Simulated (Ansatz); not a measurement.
**How many bands does the GW gap of Te2Mo (2H monolayer) need?**

How do accuracy and time trade against each other in G0W0 on Te2Mo (2H monolayer)?

Main program and level: Ansatz 0.2.0; G0W0 on PBEsol, plane waves, PAW.

### Step 1. Starting point

The cell holds 3 atoms: 1 Mo and 2 Te. Cell: a = 3.444 Å, b = 3.444 Å, c = 30.500 Å, α = 90.0°, β = 90.0°, γ = 120.0°. Vacuum lies along c.

As a file:

```cif
data_structure
_symmetry_space_group_name_H-M 'P 1'
_symmetry_Int_Tables_number 1
_cell_length_a 3.4444
_cell_length_b 3.4444
_cell_length_c 30.5000
_cell_angle_alpha 90.000
_cell_angle_beta 90.000
_cell_angle_gamma 120.000
_cell_volume 313.36
loop_
_atom_site_label
_atom_site_type_symbol
_atom_site_fract_x
_atom_site_fract_y
_atom_site_fract_z
_atom_site_occupancy
Mo1 Mo 0.33333 0.66667 0.50000 1
Te2 Te 0.66667 0.33333 0.55953 1
Te3 Te 0.66667 0.33333 0.44047 1
```

The structure was relaxed with PBEsol-D3(BJ). The runs that relaxed it are not among those shown. Spin-orbit coupling is left out unless a step names it. The default PAW set here is soft_2. Its files were made with PBE. The Coulomb interaction is cut off across the vacuum.

### Step 2. 166 empty bands, screening to 38 eV

Now the one-shot GW correction: screening in the RPA, then the self-energy of the levels asked for.

File input.yaml:

```yaml
crystal:
  lattice:
    - [3.444357272, 0.0, 0.0]
    - [-1.722178636, 2.9829008973, 0.0]
    - [0.0, 0.0, 30.5]
  atoms:
    - { symbol: Mo, position: [0.3333333333, 0.6666666667, 0.5] }
    - { symbol: Te, position: [0.6666666667, 0.3333333333, 0.5595307511] }
    - { symbol: Te, position: [0.6666666667, 0.3333333333, 0.4404692489] }
  periodic: [true, true, false]
kpoints:
  mp_grid: { grid: [9, 9, 1] }
hamiltonian:
  xc: pbesol
scf:
  occupations: { method: fixed }
gw:
  n_empty_bands: 166
  ecut_chi: 38
  qp_bands: [v2, c2]
  qp_kpoints: band_edges
  screening: { model: contour_deformation }
```

Command:

```sh
ansatz run input.yaml --threads 3 --pin off --max-ram 92160MiB --backend cuda --events-out ev --progress --plain --runs-dir out --devices 1 --max-vram 13GiB
```

Numbers of over 12 decimals in the logs are rounded to 6 here.

Log:

```text
GPUs: using 1 of 1 available (devices: 1).
Engine: ansatz 0.2.0, x86_64-unknown-linux-gnu
Pseudopotentials: kind: paw
Pseudopotential: Mo, paw, valence charge 14, recommended cutoff 420 eV (normal), Mo.paw.azcp
Pseudopotential: Te, paw, valence charge 16, recommended cutoff 420 eV (normal), Te.paw.azcp
Functional definition: PBEsol
  exchange = pbesol_x
  correlation = pbesol_c
device memory: the entry about to start is reckoned to put 1.8 GiB on a device that reports 32.3 GiB free (of which the cap on the GPU budget leaves the run 13.0 GiB)
GPU FFT provider: cuFFT
GPU libraries: cuBLAS 13.8.2, cuFFT 12.4.0, cuSOLVER 12.3.4
Crystal: 3 atoms, lattice volume = 313.362 Å³
Basis set: ecut = 420 eV, 6089 PW (Γ)
Bands: 28, of which v1, the nominal top of the filled ones, is band 23 counted from 1 (22 counted from 0)
Symmetry: 12 space group operations
Space group: P-6m2 (ITA 187), of the structure as read, at distance tolerance 6.8e-5 Å
k-points: 12 of 81 (time reversal used)
Non-local potential: Mo, projectors of the file, l = 0: 3, l = 1: 2, l = 2: 2, l = 3: 1
Non-local potential: Te, projectors of the file, l = 0: 2, l = 1: 2, l = 2: 2, l = 3: 2
PAW form: soft (Blöchl's): semilocal exchange-correlation on the pseudo side does not see the compensation charge
PAW frozen core: Mo, regenerated for the run's functional, and the local potential with it (the file was generated under x = pbe(κ = 0.804, μ = 0.219515), c = pbe(β = 0.066725))
PAW frozen core: Te, regenerated for the run's functional, and the local potential with it (the file was generated under x = pbe(κ = 0.804, μ = 0.219515), c = pbe(β = 0.066725))
PAW one-centre angular grid: Mo, 590 points (default); XC on 64 Gauss nodes
PAW one-centre angular grid: Te, 590 points (default); XC on 64 Gauss nodes
Initial density: superposition of atomic densities (neutral atoms: chi_scale 0, normalization atom), corrected by the library's trained network
Initial wavefunctions: pseudopotential atomic-orbital guess
GPU buffer pool allocated for 124416 grid points (all kernels)
GPU transforms: local potential and band sums: pruned to the plane-wave sphere, on 24×24×216
Functional: x = pbesol(κ = 0.804, μ = 0.123457), c = pbesol(β = 0.046)
SCF iter   1: F=—  HF=-18701.257738 eV  |F-HF|=—  |Δ(HF+E_count)|=         —  Δρ=2.88e-3  dr2=1.58e-2  ethr=1.77e-3  ⟨swp⟩=7.5  Hψ=1646  notcnv=0  defer=35
preconditioner: auto → Resta (q_TF=auto, 1.982 Å⁻¹)  ε∞=2.4  [insulator: Δε(μ)=1.334 eV  Ē_g=7.526 eV  n_scr=18 (ndim 8)  ℏωp=8.9 eV  f_vac=0.746  ε∞_Penn≈2.4  vacuum switching on, ρ_ref=4.1e-3 e/Å³]
SCF iter   2: F=—  HF=-18701.261272 eV  |F-HF|=—  |Δ(HF+E_count)|=   3.53e-3  Δρ=1.43e-3  dr2=5.56e-3  ethr=3.43e-5  ⟨swp⟩=3.8  Hψ=813  notcnv=0  defer=36
SCF iter   3: F=—  HF=-18701.263456 eV  |F-HF|=—  |Δ(HF+E_count)|=   2.18e-3  Δρ=1.13e-3  dr2=1.17e-2  ethr=1.21e-5  ⟨swp⟩=5.2  Hψ=853  notcnv=0  defer=36
SCF iter   4: F=—  HF=-18701.262581 eV  |F-HF|=—  |Δ(HF+E_count)|=   8.75e-4  Δρ=2.34e-4  dr2=1.11e-4  ethr=1.21e-5  ⟨swp⟩=3.6  Hψ=500  notcnv=0  defer=36
SCF iter   5: F=—  HF=-18701.262621 eV  |F-HF|=—  |Δ(HF+E_count)|=   4.07e-5  Δρ=6.06e-5  dr2=1.24e-5  ethr=2.41e-7  ⟨swp⟩=3.8  Hψ=780  notcnv=0  defer=36
SCF iter   6: F=—  HF=-18701.262625 eV  |F-HF|=—  |Δ(HF+E_count)|=   3.71e-6  Δρ=1.69e-5  dr2=1.21e-6  ethr=2.71e-8  ⟨swp⟩=3.5  Hψ=757  notcnv=0  defer=36
SCF iter   7: F=-18701.262628 eV  HF=-18701.262627 eV  |F-HF|=6.34e-8  |Δ(HF+E_count)|=   2.49e-6  Δρ=5.07e-6  dr2=8.07e-8  ethr=2.17e-10  ⟨swp⟩=17.2  Hψ=2529  notcnv=0
SCF 1 converged in 7 iterations: F = -18701.262628 eV  dr2 = 8.07e-8
  greatest PAW one-centre occupation: 0.999 electrons in one spin orbital (limit 2), on the Mo atom at site 0 (counted from 0), in its partial waves of l = 0
device memory: the entry about to start is reckoned to put 1.9 GiB (of the 2.1 GiB reckoned in all, the device holds 0.1 GiB already) on a device that reports 33.5 GiB free (of which the cap on the GPU budget leaves the run 12.9 GiB)
NSCF: frozen V_eff on 12 k-points, pencils in batches of 32, up to order 112
the band table was solved once the SCF had ended and its energy, with any forces and stress, was formed, with the checks that follow a solve (2394 applications of the Hamiltonian). They found nothing against the state; the energy, forces and stress were not computed again (output.eigenvalues in the input reference)
device memory: the entry about to start is reckoned to put 4.8 GiB on a device that reports 33.4 GiB free (of which the cap on the GPU budget leaves the run 13.0 GiB)
NSCF: frozen V_eff on 12 k-points
G₀W₀ screening: q 1/12
[... further progress lines ...]
device memory: the entry about to start is reckoned to put 0.9 GiB on a device that reports 27.4 GiB free (of which the cap on the GPU budget leaves the run 13.0 GiB)
NSCF: frozen V_eff on 1 k-points
SCF converged after 7 iterations
Free energy (F): -18701.262628 eV
Harris-Foulkes:  -18701.262627 eV  (|F-HF|=6.34e-8)
Internal energy: -18701.262628 eV  (E = F + TS)
E sigma→0 (E₀):  -18701.262628 eV
Fermi energy:    -4.885948 eV
--- Per-component energies (eV) ---
  E_band       = -1361.482203
  E_kinetic    = 807.210550
  E_local      = -110923.445993  (includes V_loc(G=0)·N_el)
  E_nonlocal   = -469.476446
  E_hartree    = 55285.242343
  E_xc         = -430.793612
  E_vxc        = -438.977778  (∫ρ·V_xc dr)
  E_paw        = -12314.450546  (= ΣΔE_a)
  E_vpaw       = -907.243678  (= ΣTr[D̂ρ^β])
  E_aug_tail   = -0.000315  (compensation charges beyond the density's cutoff)
  E_ewald      = 49343.492461
  E_core_change = 0.958930  (= ΣΔE_core)
  E_smearing   = -0.000000  (= −TS)
  E_closure    = -0.000000  (closes the sum)
  Σ components = -18701.262628   (vs F -18701.262628, Δ=0.00e0)
--- Band table (eV; the first three rows and the last of 12) ---
  k-point 0: bands = [... 19 lower, -6.4593, -5.6458, -5.6458, -5.5900, -1.4542 (-1.4542°), -1.4542 (-1.4542°), -1.1592, -1.1592, ... 1 higher]
  k-point 1: bands = [... 19 lower, -6.3021, -5.8794, -5.6057, -5.5812, -2.1567, -2.1479, -1.5573 (-1.5573°), -1.3288, ... 1 higher]
  k-point 2: bands = [... 19 lower, -6.3843, -5.9886, -5.8801, -5.7275, -3.2622, -2.5796, -2.3202, -1.1243, ... 1 higher]
  k-point 11: bands = [... 19 lower, -8.0627, -7.8263, -6.7354, -4.8859, -3.5647, -3.1103, -2.1105, -0.4693, ... 1 higher]
  ° read free of the cell's end (the report's vacuum.weakly_bound_levels)
--- G₀W₀: contour deformation, 7 samples at zero and on the imaginary axis and 2 off it, 81 q-points, 166 empty bands' worth ---
  eigenvalues of the whole cell's RPA ε∞ on this k-mesh (on a slab, of 1 + 4πα/V) = 1.1999, 5.2212, 5.2212; static W/v taken at q = 0 is 0.398439
  gw.qp_kpoints: band_edges: 10 of 12 stored k-points solved, in 1 pass; an edge of the gap read off the rows below is read off those points alone
    valence top: of the k-points left out ik 5 came nearest to being solved in a further pass, in band 23 (counted from 1, as in the quasiparticle table): it holds the edge there only if its correction is more favourable than any solved in that band by at least 0.646 eV; those differ by 0.208 eV
    conduction bottom: of the k-points left out ik 5 came nearest to being solved in a further pass, in band 24 (counted from 1, as in the quasiparticle table): it holds the edge there only if its correction is more favourable than any solved in that band by at least 0.549 eV; those differ by 0.217 eV
    ik  band        ε_KS         Σx   Σc(E_QP)       V_xc       Z   E_QP_lin       E_QP  E_QP is
     1    22     -5.6057   -17.9360     1.4079   -16.8284  0.7282    -5.3079    -5.3054  root
     1    23     -5.5812   -17.9903     1.1699   -17.1701  0.7066    -5.2352    -5.2316  root
     1    24     -2.1567   -12.2808    -3.5215   -16.6612  0.6977    -1.2747    -1.2978  root
     1    25     -2.1479   -12.8814    -3.4037   -17.2352  0.7242    -1.1406    -1.1979  root
     2    22     -5.8801   -19.0605     1.6686   -17.8038  0.6988    -5.4745    -5.4682  root
     2    23     -5.7275   -18.3479     1.2691   -17.4636  0.7028    -5.3473    -5.3426  root
     2    24     -3.2622   -12.6651    -3.3112   -16.8469  0.7197    -2.3528    -2.3916  root
     2    25     -2.5796   -13.4254    -3.4531   -17.8769  0.7273    -1.5274    -1.5813  root
     3    22     -5.9766   -17.8190     1.4074   -16.7388  0.6968    -5.6537    -5.6495  root
     3    23     -5.3596   -18.1763     1.3530   -17.1844  0.7201    -5.0023    -4.9985  root
     3    24     -3.4018   -13.4727    -3.5135   -17.9111  0.7104    -2.4317    -2.4768  root
     3    25     -2.9360   -14.3923    -3.3325   -18.6898  0.7082    -1.9135    -1.9710  root
     4    22     -5.7834   -16.8720     1.3522   -15.7272  0.7130    -5.5776    -5.5760  root
     4    23     -5.0141   -16.9748     1.2661   -15.9687  0.7378    -4.7558    -4.7540  root
     4    24     -3.2091   -15.8701    -3.5455   -20.4913  0.6983    -2.0646    -2.1334  root
     4    25     -3.0850   -14.1643    -3.9023   -19.0340  0.6965    -2.0547    -2.1176  root
     6    22     -5.8781   -16.6759     1.7595   -14.9953  0.7316    -5.7994    -5.7991  root
     6    23     -5.4214   -18.8417     1.3068   -17.9668  0.7073    -4.9948    -4.9894  root
     6    24     -3.5755   -12.9353    -3.1491   -16.9604  0.7213    -2.6651    -2.6995  root
     6    25     -2.8675   -14.0551    -3.5967   -18.6063  0.7040    -1.8535    -1.9130  root
     7    22     -6.4095   -17.3562     2.0277   -15.4326  0.7129    -6.3058    -6.3054  root
     7    23     -5.1745   -17.7776     1.1331   -17.0038  0.7183    -4.8188    -4.8153  root
     7    24     -3.4180   -13.7810    -3.3501   -18.0611  0.7118    -2.4441    -2.4880  root
     7    25     -2.9797   -15.4519    -3.9278   -20.4314  0.6911    -1.8504    -1.9280  root
[...]
10    22     -6.5958   -17.8585     2.1691   -15.8159  0.7034    -6.4701    -6.4693  root
    10    23     -5.0679   -17.8929     0.8097   -17.5089  0.7093    -4.6468    -4.6422  root
    10    24     -3.3675   -15.0039    -3.5469   -19.5564  0.7014    -2.3035    -2.3619  root
    10    25     -2.8257   -12.9428    -3.4742   -17.3627  0.7230    -1.8340    -1.8801  root
    11    22     -6.7354   -18.4374     2.2688   -16.3387  0.6947    -6.5668    -6.5653  root
    11    23     -4.8859   -18.0851     0.6211   -17.9322  0.7082    -4.4227    -4.4178  root
    11    24     -3.5647   -15.3244    -3.4588   -19.8188  0.7037    -2.4736    -2.5291  root
    11    25     -3.1103   -12.9048    -3.3895   -17.2362  0.7257    -2.1274    -2.1684  root
```

Run time: 43 s. Hardware: 1 × NVIDIA H100 80GB HBM3 (shared by 6 runs) with 3 threads of AMD EPYC 7R13 (Zen 3), shared host; peak memory 1.4 GiB; 49 s of CPU time.

Numbers from this step:

```
bands summed                                 : 189
plane waves in the screening matrix          : 169
q-points in the mesh                         : 81
G0W0 gap on the mesh                         : 1.718 eV
k of the valence top                         : 0.3333, 0.3333, 0
k of the conduction bottom                   : 0.1111, 0.2222, 0
starting gap on the mesh                     : 1.310 eV
Z at the valence top                         : 0.7082
Z at the conduction bottom                   : 0.7213
least direct G0W0 gap on the computed points : 1.889 eV
```

The gap on the mesh goes from 1.31 eV to 1.72 eV, a correction of +0.41 eV. Between the two edge states, bare exchange in place of the xc potential would open the gap by 4.18 eV, and correlation takes back 3.77 eV.

### Step 3. 416 empty bands, screening to 70 eV

Bands and screening cutoff are moved together, since each hides the error of the other.

input.yaml, as its differences from that of step 2:

```diff
@@ -16,5 +16,6 @@
   occupations: { method: fixed }
+  convergence: { dr2_threshold: 1.0e-10 }
 gw:
-  n_empty_bands: 166
-  ecut_chi: 38
+  n_empty_bands: 416
+  ecut_chi: 70.0
   qp_bands: [v2, c2]
```

Log:

```text
GPUs: using 1 of 1 available (devices: 1).
[...]
GPU FFT provider: cuFFT
GPU libraries: cuBLAS 13.8.2, cuFFT 12.4.0, cuSOLVER 12.3.4
Crystal: 3 atoms, lattice volume = 313.362 Å³
Basis set: ecut = 420 eV, 6089 PW (Γ)
Bands: 28, of which v1, the nominal top of the filled ones, is band 23 counted from 1 (22 counted from 0)
[... 1 set-up line as in the run before ...]
[...]
k-points: 12 of 81 (time reversal used)
[...]
GPU buffer pool allocated for 124416 grid points (all kernels)
[...]
SCF iter   1: F=—  HF=-18701.257738 eV  |F-HF|=—  |Δ(HF+E_count)|=         —  Δρ=2.88e-3  dr2=1.58e-2  ethr=1.77e-3  ⟨swp⟩=7.5  Hψ=1646  notcnv=0  defer=35
[...]
SCF iter  10: F=-18701.262628 eV  HF=-18701.262628 eV  |F-HF|=7.28e-11  |Δ(HF+E_count)|=  2.04e-10  Δρ=9.68e-8  dr2=5.00e-11  ethr=1.00e-12  ⟨swp⟩=17.2  Hψ=2449  notcnv=0
SCF 1 converged in 10 iterations: F = -18701.262628 eV  dr2 = 5.00e-11
[...]
NSCF: frozen V_eff on 12 k-points, pencils in batches of 32, up to order 112
[...]
NSCF: frozen V_eff on 12 k-points
G₀W₀ screening: q 1/12
[... further progress lines ...]
[...]
SCF converged after 10 iterations
Free energy (F): -18701.262628 eV
[...]
Internal energy: -18701.262628 eV  (E = F + TS)
E sigma→0 (E₀):  -18701.262628 eV
Fermi energy:    -4.885409 eV
[...]
--- Band table (eV; the first three rows and the last of 12) ---
  k-point 0: bands = [... 19 lower, -6.4587, -5.6452, -5.6452, -5.5894, -1.4536 (-1.4536°), -1.4536 (-1.4536°), -1.1586, -1.1586, ... 1 higher]
  k-point 1: bands = [... 19 lower, -6.3016, -5.8788, -5.6051, -5.5806, -2.1561, -2.1473, -1.5567 (-1.5567°), -1.3282, ... 1 higher]
  k-point 2: bands = [... 19 lower, -6.3838, -5.9880, -5.8796, -5.7269, -3.2616, -2.5790, -2.3196, -1.1237, ... 1 higher]
  k-point 11: bands = [... 19 lower, -8.0621, -7.8258, -6.7348, -4.8854, -3.5641, -3.1097, -2.1100, -0.4687, ... 1 higher]
  ° read free of the cell's end (the report's vacuum.weakly_bound_levels)
[...]
1    22     -5.6051   -17.9360     1.0639   -16.8284  0.7220    -5.6488    -5.6488  root
     1    23     -5.5806   -17.9902     0.8721   -17.1700  0.6993    -5.5288    -5.5286  root
     1    24     -2.1561   -12.2808    -3.8601   -16.6611  0.6894    -1.6266    -1.6359  root
     1    25     -2.1473   -12.8814    -3.7379   -17.2351  0.7170    -1.5120    -1.5315  root
     2    22     -5.8796   -19.0606     1.3343   -17.8038  0.6910    -5.8023    -5.8020  root
     2    23     -5.7269   -18.3478     0.9634   -17.4635  0.6954    -5.6479    -5.6477  root
     2    24     -3.2616   -12.6651    -3.6086   -16.8468  0.7128    -2.6744    -2.6884  root
     2    25     -2.5790   -13.4254    -3.7637   -17.8769  0.7208    -1.8700    -1.8913  root
[...]
11    22     -6.7348   -18.4373     1.9519   -16.3387  0.6901    -6.8827    -6.8815  root
    11    23     -4.8854   -18.0851     0.3003   -17.9321  0.7010    -4.7387    -4.7382  root
    11    24     -3.5641   -15.3242    -3.7818   -19.8187  0.6954    -2.8308    -2.8514  root
    11    25     -3.1097   -12.9047    -3.6755   -17.2361  0.7197    -2.4369    -2.4538  root
```

Run time: 1.8 min. Hardware: 1 × NVIDIA H100 80GB HBM3 (shared by 6 runs) with 3 threads; peak memory 2.2 GiB.

This step gave:

```yaml
bands_summed: 439
plane_waves_in_the_screening_matrix: 431
q_points_in_the_mesh: 81
g0w0_gap_on_the_mesh: 1.747 eV
k_of_the_valence_top: 0.3333, 0.3333, 0
k_of_the_conduction_bottom: 0.1111, 0.2222, 0
starting_gap_on_the_mesh: 1.310 eV
z_at_the_valence_top: 0.7010
z_at_the_conduction_bottom: 0.7145
least_direct_g0w0_gap_on_the_computed_points: 1.887 eV
```

Against the run with 9×9×1 mesh, 166 empty bands, screening to 38 eV, the gap moves by +0.03 eV.

### Step 4. Side by side

Times are wall times on 1 × NVIDIA H100 80GB HBM3 (shared by 6 runs) with 3 threads of AMD EPYC 7R13 (Zen 3), shared host, good to a factor of about two.

```csv
mesh,files,frequency,bands summed,cutoff (eV),start (eV),G0W0 (eV),time,host memory (GiB)
9×9×1,default PAW,contour deformation,189,38,1.310,1.718,43 s,1.4
9×9×1,default PAW,contour deformation,439,70,1.310,1.747,1.8 min,2.2
```

The parts of the quasiparticle energy at the two band edges (eV; QP = start + Σx + Σc − Vxc):

```csv
run,edge,start,Σx,Σc,Vxc,Z,QP
189 bands,valence top,-4.89,-18.09,0.62,-17.93,0.71,-4.42
189 bands,conduction bottom,-3.58,-12.94,-3.15,-16.96,0.72,-2.70
439 bands,valence top,-4.89,-18.09,0.30,-17.93,0.70,-4.74
439 bands,conduction bottom,-3.57,-12.94,-3.44,-16.96,0.71,-2.99
```

### Step 5. Outcome

| Item | Value |
| --- | --- |
| 189 bands, 38 eV | 1.718 eV |
| 439 bands, 70 eV | 1.747 eV |
| estimated limit in bands and cutoff | 1.77 eV |
| mesh and start | 9×9×1, PBEsol |

In words: A line in one over the bands through the two rungs gives 1.77 eV, +0.02 eV from the top rung; with two points alone it is an unchecked estimate. The rungs stand 0.05 eV (189 bands) and 0.02 eV (439 bands) from it. From 189 to 439 bands the gap moves by +0.03 eV while the time grows 2.5-fold. Σc changes by −0.32 eV at the valence top and −0.29 eV at the conduction bottom, so the levels themselves move more than the gap between them. The 9×9×1 mesh misses a band edge: over a band path and its finer mesh (run apart) the PBEsol gap is 1.21 eV, so the G0W0 gap over the zone may lie about 0.10 eV below its value on the mesh. The mesh in the plane is coarse for a sheet; gap and any exciton binding can still move on denser ones. The many-body steps are scalar-relativistic: spin-orbit coupling is not in them.

[Paths, hosts, dates, memory and timing lines, banners, echoed tables and standing remarks are left out of the program output.]

[Logs are printed without paths, hosts, clocks, repeated set-up lines and the standing remarks that a program may print on its own settings, such as how far it seeks lower states.]

[Runs of the session that timed out or met a known fault of the program may be left out.]

[Cells called generated may have been cut or substituted from an entry of the Crystallography Open Database or the Materials Project.]

[Hosts, paths, dates, database ids (printed as entryN), source tags and the programs' standing remarks are cut or masked in the printed files.]
